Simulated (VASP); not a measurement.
# GaP: equation of state with PBE

Crystal: GaP.

```xyz
4
Lattice="1.9430 1.1218 6.4308 -1.9430 1.1218 6.4308 0.0000 -2.2436 6.4308" Properties=species:S:1:pos:R:3 pbc="T T T"
Ga    0.0000    0.0000   10.8930
Ga    0.0000    0.0000    8.3994
P     0.0000    0.0000   18.1853
P     0.0000    0.0000    1.1072
```

Measurements of this composition are mostly on another form, of space group No. 216.

| Property | Result |
| --- | --- |
| Program | VASP 6.6.1 |
| Task | equation of state |
| Functional | PBE |
| Potentials or basis | VASP PAW PBE potentials, release 64 (Ga_d, P) |
| Cutoff | 520 eV |
| k mesh | 8 × 8 × 8 |
| Occupations | fermi-dirac, width 0.05 eV |
| Spin | no spin polarisation |

```yaml
Equilibrium_volume: 21.03 Å³/atom
Bulk_modulus_at_fixed_shape_and_positions: 71 GPa
Pressure_derivative_of_the_bulk_modulus: 4.6
```

Energy against volume, from the lowest point:
```
volume (Å³/atom)  energy (meV/atom)
          19.764              18.95
          20.185               8.15
          20.605               1.99
          21.026               0.00
          21.446               1.73
          21.867               6.79
          22.287              14.82
```

All runs of the series together: 49 min on 1 thread of Intel(R) Xeon(R) Platinum 8488C (Sapphire Rapids), with other jobs on the host.

Caveat: the cell was scaled at fixed shape and fractional positions, which overstates the stiffness of a crystal with free parameters, most of all of layers and chains.
